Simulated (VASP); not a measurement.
# Fe (Im-3m) in VASP: a series of runs, part 2 of 2

VASP 6.6.1. The steps go on from the part before.

### Step 3. Relaxation of cell and atoms, PBE, collinear spin, ferromagnetic start

This run uses another cell than the first one, of 11.15 Å³/atom, 0.928 times its volume.

INCAR

```
SYSTEM = Fe
ALGO = Normal
EDIFF = 1E-7
EDIFFG = -0.002
ENCUT = 520
GGA = PE
IBRION = 2
ISIF = 3
ISMEAR = 0
ISPIN = 2
LASPH = .True.
LCHARG = .False.
LMAXMIX = 4
LORBIT = 11
LREAL = .False.
LWAVE = .False.
MAGMOM = 2.5
NELM = 100
NSW = 80
PREC = Accurate
SIGMA = 0.1
```

KPOINTS

```
k-points
0
Gamma
  4 4 4
  0 0 0
```

POSCAR

```
Fe                                      
1.0
   -1.4073654544      1.4073654544      1.4073654544
    1.4073654544     -1.4073654544      1.4073654544
    1.4073654544      1.4073654544     -1.4073654544
  Fe            
     1
Direct
     0.0000000000000000    0.0000000000000000    0.0000000000000000
```

Potentials or basis: VASP PAW PBE potentials, release 64 (Fe).

Run with:

```console
cat potpaw_PBE.64/Fe/POTCAR > POTCAR
mpirun -np 1 vasp_std > vasp.out
```

OUTCAR:

```text
SYSTEM = Fe
   EDIFF = 1E-7
   EDIFFG = -0.002
   ENCUT = 520
   GGA = PE
   IBRION = 2
   ISIF = 3
   ISMEAR = 0
   ISPIN = 2
   LASPH = .True.
   LORBIT = 11
   LREAL = .False.
   NELM = 100
   NSW = 80
   PREC = Accurate

 ion  position               nearest neighbor table
   1  0.000  0.000  0.000-

  LATTYP: Found a body centered cubic cell.
 ALAT       =     2.8147309088

  Lattice vectors:

 A1 = (  -1.4073654544,   1.4073654544,   1.4073654544)
 A2 = (   1.4073654544,  -1.4073654544,   1.4073654544)
 A3 = (   1.4073654544,   1.4073654544,  -1.4073654544)

Analysis of symmetry for initial positions (statically):
=====================================================================
 Subroutine PRICEL returns:
 Original cell was already a primitive cell.

 Routine SETGRP: Setting up the symmetry group for a
 body centered cubic supercell.

 Subroutine GETGRP returns: Found 48 space group operations
 (whereof 48 operations were pure point group operations)
 out of a pool of 48 trial point group operations.

The static configuration has the point symmetry O_h .

Analysis of symmetry for dynamics (positions and initial velocities):
=====================================================================
 Subroutine PRICEL returns:
 Original cell was already a primitive cell.

 Routine SETGRP: Setting up the symmetry group for a
 body centered cubic supercell.

 Subroutine GETGRP returns: Found 48 space group operations
 (whereof 48 operations were pure point group operations)
 out of a pool of 48 trial point group operations.

The dynamic configuration has the point symmetry O_h .

Analysis of structural, dynamic, and magnetic symmetry:
=====================================================================
 Subroutine PRICEL returns:
 Original cell was already a primitive cell.

 Routine SETGRP: Setting up the symmetry group for a
 body centered cubic supercell.

 Subroutine GETGRP returns: Found 48 space group operations
 (whereof 48 operations were pure point group operations)
 out of a pool of 48 trial point group operations.

The overall configuration has the point symmetry O_h .

 Subroutine INISYM returns: Found 48 space group operations
 (whereof 48 operations are pure point group operations),
 and found     1 'primitive' translations

----------------------------------------------------------------------------------------

                                     Primitive cell

  volume of cell :      11.1501

  direct lattice vectors                    reciprocal lattice vectors
    -1.407365454  1.407365454  1.407365454     0.000000000  0.355273748  0.355273748
     1.407365454 -1.407365454  1.407365454     0.355273748  0.000000000  0.355273748
     1.407365454  1.407365454 -1.407365454     0.355273748  0.355273748  0.000000000

  length of vectors
     2.437628472  2.437628472  2.437628472     0.502432953  0.502432953  0.502432953

  position of ions in fractional coordinates (direct lattice)
     0.000000000  0.000000000  0.000000000

  ion indices of the primitive-cell ions
   primitive index   ion index
                 1           1

----------------------------------------------------------------------------------------

 KPOINTS: k-points

Automatic generation of k-mesh.
 Grid dimensions read from file:
 generate k-points for:    4    4    4

 Generating k-lattice:

  Cartesian coordinates                     Fractional coordinates (reciprocal lattice)
[... 38 lines left out ...]
   LNONCOLLINEAR =      F non collinear calculations
   LSORBIT =      F    spin-orbit coupling
   LASPH  =      T    aspherical Exc in radial PAW
   ENCUT  =  520.0 eV  38.22 Ry    6.18 a.u.   4.53  4.53  4.53*2*pi/ulx,y,z
   NELM   =    100;   NELMIN=  2; NELMDL= -5     # of ELM steps
   EDIFF  = 0.1E-06   stopping-criterion for ELM
   LREAL  =      F    real-space projection
   EDIFFG = -.2E-02   stopping-criterion for IOM
   NSW    =     80    number of steps for IOM
   IBRION =      2    ionic relax: 0-MD 1-quasi-New 2-CG
   NFREE  =      1    steps in history (QN), initial steepest desc. (CG)
   ISIF   =      3    stress and relaxation
   ISYM   =      2    0-nonsym 1-usesym 2-fastsym
   POTIM  = 0.5000    time-step for ionic-motion
   TEBEG  =    0.0;   TEEND  =   0.0 temperature during run
   PSTRESS=    0.0 pullay stress
   NELECT =       8.0000    total number of electrons
   NUPDOWN=      -1.0000    fix difference up-down
   EMIN   =  10.00;   EMAX   =-10.00  energy-range for DOS
   EFERMI =   0.00;   METHOD = LEGACY
   ISMEAR =     0;   SIGMA  =   0.10  broadening in eV -4-tet -1-fermi 0-gaus
   EFERMI_NEDOS =   21; number of points for ismear=-14 and -15
   IALGO  =     38    algorithm
   IMIX   =      4    mixing-type and parameters
     AMIX     =   0.40;   BMIX     =  1.00
     AMIX_MAG =   1.60;   BMIX_MAG =  1.00
  volume/ion in A,a.u.               =      11.15        75.24
  Fermi-wavevector in a.u.,A,eV,Ry     =   1.465586  2.769556 29.224525  2.147942
  Thomas-Fermi vector in A             =   2.581425
   LORBIT       =     11    0 simple, 1 ext, 2 COOP (PROOUT), +10 PAW based schemes
   GGA     = PE    functional components
   LHFCALC =     F    Hartree Fock is set to
   AEXX    =    0.0000 exact exchange contribution
   IVDW    =     0    specifies the selected vdW correction
   LEPSILON=     F    determine dielectric tensor
   LRPA    =     F    only Hartree local field effects (RPA)
 conjugate gradient relaxation of ions
 spin polarized calculation
 Gauss-broadening in eV      SIGMA  =   0.10
  energy-cutoff  :      520.00
  volume of cell :       11.15
 maximum number of plane-waves:       321
   NGX =  9   NGY =  9   NGZ =  9

--------------------------------------- Ionic step        1  -------------------------------------------

 number of electron       8.0000008 magnetization       1.9994960

 Free energy of the ion-electron system (eV)
  ---------------------------------------------------
  ext. energy  EPLUGINS =         0.00000000
  ---------------------------------------------------
  free energy    TOTEN  =        -8.24537175 eV

  energy without entropy =       -8.23989945  energy(sigma->0) =       -8.24263560

------------------------ aborting loop because EDIFF is reached ----------------------------------------

  FORCE on cell =-STRESS in cart. coord.  units (eV):
  Direction    XX          YY          ZZ          XY          YZ          ZX
  --------------------------------------------------------------------------------------
  -------------------------------------------------------------------------------------
  Total        0.0048301      0.0048301      0.0048301      0.0000000     -0.0000000      0.0000000
  in kB        0.6940354      0.6940354      0.6940354      0.0000000     -0.0000000      0.0000000
  external PRESSURE =       0.6940354 kB  Pullay stress =       0.0000000 kB
[... 127 lines left out ...]
--------------------------------------- Ionic step        5  -------------------------------------------

 number of electron       8.0000008 magnetization       1.9995134

 Free energy of the ion-electron system (eV)
  ---------------------------------------------------
  ext. energy  EPLUGINS =         0.00000000
  ---------------------------------------------------
  free energy    TOTEN  =        -8.24537252 eV

  energy without entropy =       -8.23991171  energy(sigma->0) =       -8.24264211

 E-fermi :   6.4267     XC(G=0): -13.2117

 val. band max:        6.4226246956   @ k =   0.5000   0.5000   0.5000
 cond. band min:       6.4940494953   @ k =   0.5000   0.0000   0.0000
 fundamental gap:      0.0714247997
 Fermi energy:         6.4266999784

 spin component 1

 k-point     1 :       0.0000    0.0000    0.0000
  band No.  band energies     occupation
      1      -2.5589      1.00000
      2       3.8992      1.00000
      3       3.8992      1.00000
      4       3.8992      1.00000
      5       5.0393      1.00000
      6       5.0393      1.00000
      7      31.1561      0.00000
      8      31.1561      0.00000
      9      31.1561      0.00000
[... 73 lines left out ...]
 k-point     8 :       0.5000    0.5000    0.5000
  band No.  band energies     occupation
      1       1.1197      1.00000
      2       1.1197      1.00000
      3       6.4226      0.52305
      4       6.4226      0.52298
      5       6.4226      0.52298
      6      16.0752      0.00000
      7      16.0752      0.00000
      8      16.0752      0.00000
      9      21.8597      0.00000
 Fermi energy:         6.4266999784

 spin component 2

 k-point     1 :       0.0000    0.0000    0.0000
  band No.  band energies     occupation
      1      -2.3225      1.00000
      2       5.4760      1.00000
      3       5.4762      1.00000
      4       5.4763      1.00000
      5       7.7201      0.00000
      6       7.7204      0.00000
      7      31.0197      0.00000
      8      31.0197      0.00000
      9      31.0197      0.00000
[... 110 lines left out ...]
  FREE ENERGIE OF THE ION-ELECTRON SYSTEM (eV)
  ---------------------------------------------------
  free  energy   TOTEN  =        -8.2453725165 eV

  energy  without entropy=       -8.2399117066  energy(sigma->0) =       -8.24264211

 reached required accuracy - stopping structural energy minimisation

 total charge

# of ion       s       p       d       tot
------------------------------------------
    1        0.505   0.519   6.296   7.320

 magnetization (x)

# of ion       s       p       d       tot
------------------------------------------
    1        0.001  -0.028   2.009   1.982
```

Wall time 6.8 s (1 thread of Intel Xeon 6975P-C (Granite Rapids), shared host); peak memory 0.12 GiB.

What came out:

```yaml
Free_energy: -8.2454 eV
Relaxed_volume: 11.15 Å³/atom
Relaxed_cell: a = 2.438 Å, b = 2.438 Å, c = 2.438 Å, α = 109.47°, β = 109.47°, γ = 109.47°
Space_group_after_relaxing_to_0.05_Å: Im-3m (No. 229)
Energy_gained_by_relaxing: 0.0 meV/atom
Ionic_steps: 5
Pressure_after_relaxing: 0.0 GPa
Band_gap_on_the_k_mesh: none (metal or under the smearing width)
Net_moment: 2.00 μB per cell
Site_moments: Fe +1.98 μB
Valence_electrons_inside_the_program's_atomic_spheres: Fe 7.32
```

Final structure:
```cif
data_structure
_symmetry_space_group_name_H-M 'P 1'
_symmetry_Int_Tables_number 1
_cell_length_a 2.4378
_cell_length_b 2.4378
_cell_length_c 2.4378
_cell_angle_alpha 109.471
_cell_angle_beta 109.471
_cell_angle_gamma 109.471
_cell_volume 11.15
loop_
_atom_site_label
_atom_site_type_symbol
_atom_site_fract_x
_atom_site_fract_y
_atom_site_fract_z
_atom_site_occupancy
Fe1 Fe 0.00000 0.00000 0.00000 1
```

Caveat: the k mesh is coarse (spacing up to 0.79 Å⁻¹), so the values aren't converged.

### Step 4. Vibrations by finite differences, PBE, collinear spin, ferromagnetic start

This run uses another cell than the first one, of 11.15 Å³/atom, 0.928 times its volume.

INCAR

```
SYSTEM = Fe
ALGO = Normal
EDIFF = 1E-8
ENCUT = 520
GGA = PE
IBRION = 6
ISIF = 3
ISMEAR = 0
ISPIN = 2
LASPH = .True.
LCHARG = .False.
LMAXMIX = 4
LORBIT = 11
LREAL = .False.
LWAVE = .False.
MAGMOM = 2.5
NBANDS = 14
NELM = 100
NFREE = 2
NSW = 1
POTIM = 0.015
PREC = Accurate
SIGMA = 0.1
```

KPOINTS is that of step 3.

POSCAR

```
Fe                                      
1.0
   -1.4074842561      1.4074842561      1.4074842561
    1.4074842561     -1.4074842561      1.4074842561
    1.4074842561      1.4074842561     -1.4074842561
  Fe            
     1
Direct
     0.0000000000000000    0.0000000000000000    0.0000000000000000
```

Potentials or basis: VASP PAW PBE potentials, release 64 (Fe).

Run with:

```console
cat potpaw_PBE.64/Fe/POTCAR > POTCAR
mpirun -np 1 vasp_std > vasp.out
```

OUTCAR:

```text
SYSTEM = Fe
   EDIFF = 1E-8
   ENCUT = 520
   GGA = PE
   IBRION = 6
   ISIF = 3
   ISMEAR = 0
   ISPIN = 2
   LASPH = .True.
   LORBIT = 11
   LREAL = .False.
   NELM = 100
   NFREE = 2
   NSW = 1
   POTIM = 0.015
   PREC = Accurate

 ion  position               nearest neighbor table
   1  0.000  0.000  0.000-

  LATTYP: Found a body centered cubic cell.
 ALAT       =     2.8149685122

  Lattice vectors:

 A1 = (  -1.4074842561,   1.4074842561,   1.4074842561)
 A2 = (   1.4074842561,  -1.4074842561,   1.4074842561)
 A3 = (   1.4074842561,   1.4074842561,  -1.4074842561)

Analysis of symmetry for initial positions (statically):
=====================================================================
 Subroutine PRICEL returns:
[... 687 lines left out ...]
  x     0.00000     0.00000     0.00000     0.00000     0.00000     0.00000
  y     0.00000     0.00000     0.00000     0.00000     0.00000     0.00000
  z     0.00000     0.00000     0.00000     0.00000     0.00000     0.00000

 Eigenvectors and eigenvalues of the dynamical matrix
 ----------------------------------------------------

   1 f  =    0.000000 THz     0.000000 2PiTHz    0.000000 cm-1     0.000000 meV
             X         Y         Z           dx          dy          dz
      0.000000  0.000000  0.000000     0.658505   -0.752577    0.000000

   2 f  =    0.000000 THz     0.000000 2PiTHz    0.000000 cm-1     0.000000 meV
             X         Y         Z           dx          dy          dz
      0.000000  0.000000  0.000000    -0.752577   -0.658505    0.000000

   3 f  =    0.000000 THz     0.000000 2PiTHz    0.000000 cm-1     0.000000 meV
             X         Y         Z           dx          dy          dz
      0.000000  0.000000  0.000000     0.000000    0.000000    1.000000

--------------------------------------------------------------------------------------------------------

 ELASTIC MODULI CONTR FROM IONIC RELAXATION (kBar)
 Direction    XX          YY          ZZ          XY          YZ          ZX
 --------------------------------------------------------------------------------
 XX           0.0000      0.0000      0.0000      0.0000      0.0000      0.0000
 YY           0.0000      0.0000      0.0000      0.0000      0.0000      0.0000
 ZZ           0.0000      0.0000      0.0000      0.0000      0.0000      0.0000
 XY           0.0000      0.0000      0.0000      0.0000      0.0000      0.0000
 YZ           0.0000      0.0000      0.0000      0.0000      0.0000      0.0000
 ZX           0.0000      0.0000      0.0000      0.0000      0.0000      0.0000
 --------------------------------------------------------------------------------

 TOTAL ELASTIC MODULI (kBar)
 Direction    XX          YY          ZZ          XY          YZ          ZX
 --------------------------------------------------------------------------------
 XX        1572.1238   2410.3765   2410.3765      0.0000     -0.0000     -0.0000
 YY        2410.3765   1572.1238   2410.3765     -0.0000     -0.0000     -0.0000
 ZZ        2410.3765   2410.3765   1572.1238      0.0000      0.0000      0.0000
 XY           0.0000     -0.0000      0.0000    299.4715      0.0000      0.0000
 YZ          -0.0000     -0.0000      0.0000      0.0000    299.4715      0.0000
 ZX          -0.0000     -0.0000      0.0000      0.0000      0.0000    299.4715
 --------------------------------------------------------------------------------

 total charge

# of ion       s       p       d       tot
------------------------------------------
    1        0.505   0.519   6.296   7.320

 magnetization (x)

# of ion       s       p       d       tot
------------------------------------------
    1        0.001  -0.028   2.009   1.982
```

OSZICAR:

```text
N       E                     dE             d eps       ncg     rms          rms(c)
DAV:   1     0.215058295762E+02    0.21506E+02   -0.39320E+03   504   0.694E+02
DAV:   2    -0.818812093357E+01   -0.29694E+02   -0.27274E+02   472   0.127E+02
[... 15 lines left out ...]
DAV:   4    -0.824529975024E+01    0.41918E-03   -0.77743E-04   532   0.155E-01    0.609E-02
DAV:   5    -0.824536970300E+01   -0.69953E-04   -0.11048E-04   526   0.580E-02    0.440E-03
DAV:   6    -0.824536995242E+01   -0.24941E-06   -0.99040E-07   528   0.696E-03    0.188E-03
DAV:   7    -0.824536986976E+01    0.82662E-07   -0.83501E-08   562   0.214E-03    0.147E-03
DAV:   8    -0.824536994443E+01   -0.74677E-07   -0.19865E-08   532   0.105E-03    0.127E-04
DAV:   9    -0.824536994735E+01   -0.29207E-08   -0.97774E-10   308   0.266E-04
  15 F= -.82453699E+01 E0= -.82426395E+01  d E =-.546082E-02  mag=     1.9995
```

Wall time 47 s (1 thread of Intel Xeon 6975P-C (Granite Rapids), shared host); peak memory 0.13 GiB.

Results:

```yaml
Net_moment: 2.00 μB per cell
Site_moments: Fe +1.98 μB
Valence_electrons_inside_the_program's_atomic_spheres: Fe 7.32
Elastic_constants_C11_C12_C44: 157, 241, 30 GPa
Voigt_bulk_modulus: 213 GPa
```

Elastic tensor in Voigt notation (GPa, in the Cartesian axes of the cell as first typed):
```
157 241 241   0   0   0
241 157 241   0   0   0
241 241 157   0   0   0
  0   0   0  30   0   0
  0   0   0   0  30   0
  0   0   0   0   0  30
```

Clamped-ion elastic tensor (GPa):
```
157 241 241   0   0   0
241 157 241   0   0   0
241 241 157   0   0   0
  0   0   0  30   0   0
  0   0   0   0  30   0
  0   0   0   0   0  30
```

Caveat: the k mesh is coarse (spacing up to 0.79 Å⁻¹), so the values aren't converged; the elastic tensor has a negative eigenvalue, so either the cell is unstable as it stands or the mesh is too thin.
